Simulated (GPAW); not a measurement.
Runs of GPAW 26.7.0 on Al. Symmetry: Im-3m, No. 229, cubic system. The conventional cell has a = 3.182 Å, b = 3.182 Å, c = 3.182 Å, α = 90.00°, β = 90.00°, γ = 90.00°. Around Al (site symmetry m-3m) lie 8 Al at 2.76 Å. This isn't the form of Al at room conditions, which is fcc.

| task | level | potentials or basis | cell | k mesh | cutoff (eV) | smearing | optimizer | fmax | max steps | convergence | supercell | mesh quality | gap on the mesh (eV) | pressure (GPa) | relaxed volume (Å³/atom) |
| --- | --- | --- | --- | --- | --- | --- | --- | --- | --- | --- | --- | --- | --- | --- | --- |
| relaxation of cell and atoms | PBEsol+D3(BJ)+ATM | PAW data sets generated in the run's folder for this functional, pw | relaxed | 12 × 12 × 12 | 600 | fermi-dirac 0.05 eV | BFGS | 0.02 eV/Å | 60 | density=1e-05 forces=0.0001 | - | not flagged | none | 0.0 | (a) |
| relaxation of cell and atoms | PBEsol+D3 | PAW data sets generated in the run's folder for this functional, pw | relaxed | 12 × 12 × 12 | 600 | fermi-dirac 0.05 eV | BFGS | 0.02 eV/Å | 60 | density=1e-05 forces=0.0001 | - | not flagged | none | 0.0 | 16.28 |
| phonons | LDA | the program's PAW data sets (release 1.2.1) made for this functional, pw | relaxed | 12 × 12 × 12 | 510 | fermi-dirac 0.05 eV | - | - | - | density=1e-06 eigenstates=1e-09 | 2 × 2 × 2 | not flagged | none | 0.0 | - |
| G0W0 quasiparticle levels | LDA | the program's PAW data sets (release 1.2.1) made for this functional, pw | as given | 7 × 7 × 7 | 400 | fermi-dirac 0.05 eV | - | - | - | - | - | coarse | none | - | - |
| relaxation of cell and atoms | PBEsol | PAW data sets generated in the run's folder for this functional, pw | relaxed | 12 × 12 × 12 | 600 | fermi-dirac 0.05 eV | BFGS | 0.02 eV/Å | 60 | density=1e-05 forces=0.0001 | - | not flagged | none | 0.0 | 16.62 |
| electron localisation function | SCAN | GPAW PAW data sets (gpaw-data 1.2.1), pw | as given | 12 × 12 × 12 | 600 | fermi-dirac 0.05 eV | - | - | - | - | - | not flagged | none | (c) | - |
| band structure | PBEsol | PAW data sets generated in the run's folder for this functional, pw | as given | 12 × 12 × 12 | 600 | fermi-dirac 0.05 eV | - | - | - | - | - | not flagged | - | (b) | - |
| relaxation of cell and atoms | PBEsol+D4 | PAW data sets generated in the run's folder for this functional, pw | relaxed | 12 × 12 × 12 | 600 | fermi-dirac 0.05 eV | BFGS | 0.02 eV/Å | 60 | density=1e-05 forces=0.0001 | - | not flagged | none | 0.0 | 16.22 |
| single point | LDA | the program's PAW data sets (release 1.2.1) made for this functional, pw | as given | 12 × 12 × 12 | 600 | gaussian 0.05 eV | - | - | - | - | - | not flagged | none | 0.7 | - |
| relaxation of cell and atoms | LDA | the program's PAW data sets (release 1.2.1) made for this functional, pw | relaxed | 12 × 12 × 12 | 600 | gaussian 0.01 eV | LBFGS | 0.02 eV/Å | 100 | density=1e-05 forces=0.0001 | - | not flagged | none | 0.0 | 16.25 |
| relaxation of cell and atoms | PBEsol+D3(BJ) | PAW data sets generated in the run's folder for this functional, pw | relaxed | 12 × 12 × 12 | 600 | fermi-dirac 0.05 eV | BFGS | 0.02 eV/Å | 60 | density=1e-05 forces=0.0001 | - | not flagged | none | 0.0 | 15.94 |

Alike in all rows: no spin polarisation.

Fill in the values left out.

(a) 16.01; (b) 2.4; (c) 3.5.

Caveats: some runs use coarse meshes; later steps reuse the first step's grids (some runs); pairwise dispersion overbinds metals, which lowers pressure and volume (some runs); the cutoff is short for stress and forces, so pressures can be off by a GPa or more (some runs); some modes are imaginary (some runs); phonon bands are interpolated from a small supercell (some runs); G0W0 is unreliable with partly filled bands (some runs); on this mesh the treatment of q = 0 moves the result by about a tenth of an eV (some runs).

A k mesh can miss the band edges.

A gap of «none» marks a metal or a gap under the smearing width.

Not every run made on this cell is shown here.
